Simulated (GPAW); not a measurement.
# InAs (F-43m) in GPAW: further runs

One crystal, InAs, is run at these levels: BEEF-vdW, BLYP+D3(BJ), optPBE-vdW, PBEint; tasks: band structure, equation of state.

Everything below comes from runs of GPAW 26.7.0. Logs are shortened: lines on timing, memory, paths and dates and some standing lists are left out, and cuts for length are marked. The log counts tension as positive stress, the text compression.

**What was measured.**

From a printed reference work, data compilation, for a bulk crystal of InAs at 4.2 K: band gap 0.418 eV (direct).

How close the calculation comes is told below.

### Step 1. Starting point

It takes space group F-43m (No. 216, cubic). Conventional cell: a = 6.036 Å, b = 6.036 Å, c = 6.036 Å, α = 90.00°, β = 90.00°, γ = 90.00°. In (site symmetry -43m) is surrounded by 4 As at 2.61 Å. Around As (site symmetry -43m) lie 4 In at 2.61 Å.

### Step 2. Band structure, BEEF-vdW, spin-orbit coupling, no magnetisation

File run.py:

```python
import numpy as np
from ase.dft.bandgap import bandgap
from ase.io import read, write
from gpaw import GPAW, PW
from gpaw.spinorbit import soc_eigenstates

atoms = read('POSCAR')

calc = GPAW(mode=PW(600),
            xc={'name': 'BEEF-vdW', 'backend': 'libvdwxc'},
            kpts={'size': (6, 6, 6), 'gamma': True},
            occupations={'name': 'fermi-dirac', 'width': 0.05},
            nbands=18,
            convergence={'density': 1e-05, 'energy': 1e-05},
            maxiter=150,
            txt='gpaw.txt')
atoms.calc = calc
energy = atoms.get_potential_energy()
forces = atoms.get_forces()
calc.write('gs.gpw')
write('result.traj', atoms)
print(f'Energy: {energy:.6f} eV')
print('Forces (eV/A):')
print(forces.round(4))
print('Fermi level:', round(calc.get_fermi_level(), 4), 'eV')
print(f'Gap: {bandgap(calc)[0]:.4f} eV, direct: {bandgap(calc, direct=True)[0]:.4f} eV')

path = atoms.cell.bandpath('GXWKGLUWLK,UX', npoints=100, eps=1e-4)
bs_calc = calc.fixed_density(kpts=path, symmetry='off', nbands=30,
                             convergence={'bands': 'CBM+6.0', 'eigenstates': 1e-6}, txt='bands.txt')
bs = bs_calc.band_structure()
bs.write('bs.json')
print(f'Gap on the path: {bandgap(bs_calc)[0]:.4f} eV')

soc = soc_eigenstates(bs_calc, theta=0, phi=0)
np.savetxt('soc_bands.dat', soc.eigenvalues(), fmt='%.4f')
mesh = soc_eigenstates('gs.gpw', theta=0, phi=0)
np.savetxt('soc_mesh.dat', mesh.eigenvalues(), fmt='%.4f')
print('Fermi level with spin-orbit coupling:', round(mesh.fermi_level, 4), 'eV')
```

File POSCAR:

```
InAs
1.0
    0.0000000000      3.0180000000      3.0180000000
    3.0180000000      0.0000000000      3.0180000000
    3.0180000000      3.0180000000      0.0000000000
In As
1 1
Direct
    0.0000000000      0.0000000000      0.0000000000
    0.7500000000      0.7500000000      0.7500000000
```

Potentials or basis: GPAW PAW data sets (gpaw-data 1.2.1), pw.

Started as:

```console
OMP_NUM_THREADS=1 python run.py
```

gpaw.txt:

```text
__  _  _
 | _ |_)|_||  |
 |__||  | ||/\| - 26.7.0

Input parameters:
  mode=PW(ecut=600.0),
  convergence={'density': 1e-05, 'energy': 1e-05},
  kpts=MonkhorstPack(size=(6, 6, 6), gamma=True),
  maxiter=150,
  nbands=18,
  occupations=Occupations(name='fermi-dirac', width=0.05),
  xc=XC(name='BEEF-vdW', backend='libvdwxc')

Diagonalizing LCAO Hamiltonian
Converting LCAO to pw mode

                     As

       In

Atoms  # Å, Bohr magnetons
|   | symbol |        x |        y |        z |    initial magnetic moments |
|---|--------|----------|----------|----------|-----------------------------|
| 0 |     In | 0.000000 | 0.000000 | 0.000000 | ( 0.0000,  0.0000,  0.0000) |
| 1 |     As | 4.527000 | 4.527000 | 4.527000 | ( 0.0000,  0.0000,  0.0000) |

Unit cell  # Å
| periodic |        x |        y |        z |  lengths |    angles |
|----------|----------|----------|----------|----------|-----------|
|      yes | 0.000000 | 3.018000 | 3.018000 | 4.268097 | 60.000000 |
|      yes | 3.018000 | 0.000000 | 3.018000 | 4.268097 | 60.000000 |
|      yes | 3.018000 | 3.018000 | 0.000000 | 4.268097 | 60.000000 |

Number of symmetries: 24
Symmetry operations  # r_c * U_cc + t_c -> r_c
|    | kind |            matrix            |
|----|------|------------------------------|
|  0 |  E   |  1, 0, 0,  0, 1, 0,  0, 0, 1 |
|  1 |  σ   |  1, 0, 0,  0, 0, 1,  0, 1, 0 |
|  2 |  σ   |  1, 0,-1,  0, 1,-1,  0, 0,-1 |
|  3 |  C3  |  1, 0,-1,  0, 0,-1,  0, 1,-1 |
|  4 |  C3  |  1,-1, 0,  0,-1, 1,  0,-1, 0 |
|  5 |  σ   |  1,-1, 0,  0,-1, 0,  0,-1, 1 |
|  6 |  σ   |  0, 1, 0,  1, 0, 0,  0, 0, 1 |
|  7 |  C3  |  0, 1, 0,  0, 0, 1,  1, 0, 0 |
|  8 |  C2  |  0, 1,-1,  1, 0,-1,  0, 0,-1 |
|  9 |  S4  |  0, 1,-1,  0, 0,-1,  1, 0,-1 |
| 10 |  C3  |  0, 0, 1,  1, 0, 0,  0, 1, 0 |
| 11 |  σ   |  0, 0, 1,  0, 1, 0,  1, 0, 0 |
| 12 |  S4  |  0, 0,-1,  1, 0,-1,  0, 1,-1 |
| 13 |  C3  |  0, 0,-1,  0, 1,-1,  1, 0,-1 |
| 14 |  S4  |  0,-1, 1,  1,-1, 0,  0,-1, 0 |
| 15 |  C2  |  0,-1, 1,  0,-1, 0,  1,-1, 0 |
| 16 |  C3  |  0,-1, 0,  1,-1, 0,  0,-1, 1 |
| 17 |  S4  |  0,-1, 0,  0,-1, 1,  1,-1, 0 |
| 18 |  S4  | -1, 1, 0, -1, 0, 1, -1, 0, 0 |
| 19 |  C3  | -1, 1, 0, -1, 0, 0, -1, 0, 1 |
| 20 |  C3  | -1, 0, 1, -1, 1, 0, -1, 0, 0 |
| 21 |  S4  | -1, 0, 1, -1, 0, 0, -1, 1, 0 |
| 22 |  σ   | -1, 0, 0, -1, 1, 0, -1, 0, 1 |
| 23 |  C2  | -1, 0, 0, -1, 0, 1, -1, 1, 0 |

BZ-sampling:
  Number of BZ points: 216
  Number of IBZ points: 16

  Monkhorst-Pack size: [6, 6, 6]
  Monkhorst-Pack shift: [0.08333333333333333, 0.08333333333333333, 0.08333333333333333]

K-points  # in reciprocal-cell coordinates
|     |                                coordinates |     weight |
|-----|--------------------------------------------|------------|
|   0 | (  0.00000000,   0.00000000,   0.00000000) | 0.00462963 |
|   1 | (  0.16666667,   0.16666667,   0.00000000) | 0.02777778 |
|   2 | (  0.16666667,   0.16666667,   0.16666667) | 0.03703704 |
|   3 | (  0.33333333,   0.16666667,   0.16666667) | 0.05555556 |
|   4 | (  0.33333333,   0.33333333,  -0.33333333) | 0.05555556 |
|   5 | (  0.33333333,   0.33333333,   0.00000000) | 0.02777778 |
|   6 | (  0.33333333,   0.33333333,   0.16666667) | 0.11111111 |
|   7 | (  0.33333333,   0.33333333,   0.33333333) | 0.03703704 |
|   8 | (  0.50000000,   0.33333333,  -0.33333333) | 0.11111111 |
|   9 | (  0.50000000,   0.33333333,  -0.16666667) | 0.05555556 |
| ... |                                            |            |
|  15 | (  0.50000000,   0.50000000,   0.50000000) | 0.01851852 |

Plane wave coefficients: 1853
Cutoff: 600.0 eV

Spin-components: 1 (collinear spins)
Bands:           18
Projectors:      11
Spin-degeneracy: 2
Datatype:        complex128

Parallelization:
  kpt:    1
  domain: 1
  band:   1

Density:
  Valence electrons: 18.0
  Components: 1
  Grid points: [25 25 25]
  Charge: 0.0  # |e|

Potential:
  Grid points: [25 25 25]

species:
  In:
    name:    Indium
    Z:       49.0
    valence: 13
    core:    36
    charge:  0.0  # [|e|]
    compensation charges:
      type: gauss
      rc: 0.36  # [Å]
      lmax: 2
    cutoffs:
      filter: 2.09  # [Å]
      core: 2.48  # [Å]
    projectors
    | kind |    occ | energy [eV] | rcut [Å] |
    |------|--------|-------------|----------|
    |   5s |  2.000 |      -8.203 |    1.185 |
    |   5p |  1.000 |      -2.521 |    1.244 |
    |   4d | 10.000 |     -18.629 |    1.148 |
    |    s |        |      19.008 |    1.185 |
    |    p |        |      24.691 |    1.244 |
    |    d |        |       8.583 |    1.148 |

    Using partial waves for In as LCAO basis

  As:
    name:    Arsenic
    Z:       33.0
    valence: 5
    core:    28
    charge:  0.0  # [|e|]
    compensation charges:
      type: gauss
      rc: 0.33  # [Å]
      lmax: 2
    cutoffs:
      filter: 1.87  # [Å]
      core: 2.96  # [Å]
    projectors
    | kind |    occ | energy [eV] | rcut [Å] |
    |------|--------|-------------|----------|
    |   4s |  2.000 |     -14.487 |    1.058 |
    |   4p |  3.000 |      -5.196 |    1.058 |
    |    s |        |      12.725 |    1.058 |
    |    p |        |      22.016 |    1.058 |
    |    d |        |       0.000 |    1.058 |

    Using partial waves for As as LCAO basis

Reference energy: -221478.393260  # eV

eigensolver:
  PPCG
  Converge bands: occupied
  niter=2

density mixing:
  MSR1-Mixer
  Pratt-step length: 0.05
  Maximum mixing coefficient: 0.75
  Old densities: 10
  SVD Regularization: 0.005
  Good broyden scale: 1.0
  Trust region scale: 1.0
  Backstep threshold: 4.0
  History deletion threshold: 6.0
  Fourier metric: weight=20.0, sigma=0.015

occupation numbers:
  Fermi-Dirac:
    width: 0.0500  # eV

poisson solver:
  ecut: 4800.0  # eV

xc functional:
  name: vdW-BEEF with libvdwxc
  Mode: serial
  Semilocal: BEEVDW with 2 nearest neighbor stencil
  Corresponding non-local functional: vdW-DF2
  Local blocksize: 50 x 50 x 50
  PAW datasets: PBE

convergence criteria:
- Maximum integral of absolute [dens]ity change: 1e-05 electrons / valence electron
- Maximum [total energy] change in last 3 cyles: 1e-05 eV / valence electron
- Maximum integral of absolute [eigenst]ate change: 4e-08 eV^2 / valence electron
maximum number of iterations: 150

SCF iterations
|iter     | |      energy | eigst |  dens |
|---------|-|-------------|-------|-------|
|iter:   1| | -249.473568 | -0.07 |       |
|iter:   2| | -249.433733 | -2.33 | -1.12 |
|iter:   3| | -249.284863 | -2.01 | -1.16 |
|iter:   4| | -249.287996 | -3.37 | -1.86 |
|iter:   5| | -249.288633 | -4.12 | -2.32 |
|iter:   6| | -249.288659 | -5.54 | -3.29 |
|iter:   7| | -249.288665c| -6.42 | -3.67 |
|iter:   8| | -249.288665c| -7.82c| -4.50 |
|iter:   9| | -249.288665c| -7.88c| -4.93 |
|iter:  10| | -249.288665c| -8.62c| -5.75c|

Converged in 10 steps
Energy contributions relative to reference atoms: (reference = -221478.393260)

Energy contributions:
  Kinetic:          55.400946
  Coulomb:         -50.894372
  Zero:              0.095930
  External:          0.000000
  Xc:             -253.890647
  Entropy:          -0.001044
  Spinorbit:         0.000000
  ----------------------------
  Free energy:    -249.289187
  Extrapolated:   -249.288665

dipole moment: (-16.943948, -16.943948, -16.943948)  # |e|*Ang

Fermi level: 4.795
Eigenvalues  # (at kpt = [0.000, 0.000, 0.000])
| band index |      eig [eV] | occ [0-2] |
|------------|---------------|-----------|
|          0 |        -9.973 |     2.000 |
|        ... |               |           |
|          2 |        -9.973 |     2.000 |
|          3 |        -9.857 |     2.000 |
|          4 |        -9.857 |     2.000 |
|          5 |        -7.086 |     2.000 |
|          6 |         4.681 |     1.816 |
|          7 |         4.753 |     1.405 |
[... 8 lines left out ...]
|         16 |        15.348 |     0.000 |
|         17 |        15.348 |     0.000 |

No gap
No difference between direct/indirect transitions

Forces  # eV/Ang
|        x |       y |       z |
|----------|---------|---------|
| -0.00000 | 0.00000 | 0.00000 |  # In   0
| -0.00000 | 0.00000 | 0.00000 |  # As   1

# Writing to gs.gpw (mode='')
```

It took 20 s on 1 thread of AMD EPYC 9R45 (Zen 5), shared host; peak memory 0.36 GiB.

What came out:

- Free energy: -249.2892 eV
- Band gap along the path: none (metal or under the smearing width)

Levels at the corners of the path, in eV from the Fermi level:
| point | band 15 | band 16 | band 17 | band 18 | band 19 | band 20 | band 21 | band 22 |
| --- | --- | --- | --- | --- | --- | --- | --- | --- |
| Γ | -0.20 | -0.20 | 0.00 | 0.00 | 0.00 | 0.00 | 3.52 | 3.52 |
| X | -2.43 | -2.43 | -2.43 | -2.43 | 1.50 | 1.50 | 2.03 | 2.03 |
| W | -3.10 | -3.04 | -3.00 | -2.90 | 4.05 | 4.22 | 4.25 | 4.25 |
| K | -3.37 | -3.36 | -2.06 | -2.05 | 2.07 | 2.07 | 4.19 | 4.25 |
| Γ | -0.20 | -0.20 | 0.00 | 0.00 | 0.00 | 0.00 | 3.52 | 3.52 |
| L | -1.24 | -1.24 | -0.97 | -0.97 | 0.94 | 0.94 | 4.52 | 4.52 |
| U | -3.37 | -3.36 | -2.06 | -2.05 | 2.07 | 2.07 | 4.19 | 4.25 |
| W | -3.10 | -3.04 | -3.00 | -2.90 | 4.05 | 4.22 | 4.25 | 4.25 |
| L | -1.24 | -1.24 | -0.97 | -0.97 | 0.94 | 0.94 | 4.52 | 4.52 |
| K | -3.37 | -3.36 | -2.06 | -2.05 | 2.07 | 2.07 | 4.19 | 4.25 |
| U | -3.37 | -3.36 | -2.06 | -2.05 | 2.07 | 2.07 | 4.19 | 4.25 |
| X | -2.43 | -2.43 | -2.43 | -2.43 | 1.50 | 1.50 | 2.03 | 2.03 |

Caveat: spin-orbit coupling was added after a scalar SCF, so levels and gaps hold it while energy, forces, pressure and moments don't; this program's spin-orbit splittings come out too wide for heavy elements; the PAW data sets were made with another functional, which shifts forces and pressure a little; this crystal is a semiconductor, whose small gap the functional closes, so the metal is an error of the method.

(Part 1 of 2 ends here.)
